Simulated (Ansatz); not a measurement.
Chalcopyrite CuInS2, treated with LDA in Ansatz (plane waves, PAW).

Run with plane-wave cutoff 500 eV, 10×10×10 k mesh, Fermi–Dirac smearing 0.05 eV, no spin polarisation, scalar-relativistic PAW data made under PBE.

Computed at the level's own relaxed cell.

Task: Give the computed equilibrium volume per atom, lattice constant a and lattice parameter c.

Result: 
- equilibrium volume per atom: 20.11 Å³/atom
- lattice constant a: 5.427 Å
- lattice parameter c: 10.924 Å

Measured, for comparison: lattice constant a 5.523 Å, lattice parameter c 11.133 Å (298 K, no zero-point or thermal correction; as tabulated in Abstract on Scilit: Piezoelectric nonlinear optic CuGaS2 and CuInS2 crystal …). Computed (rounded) less measured: lattice constant a -1.7 %, lattice parameter c -1.9 %. A static lattice is as a rule a little smaller and stiffer than an uncorrected measurement, which can account for part of this.

Spin–orbit coupling is not included.

Static lattice: no zero-point or thermal effects.

It cost roughly 7 core-minutes of CPU time.

Ansatz is a program for electronic structure.
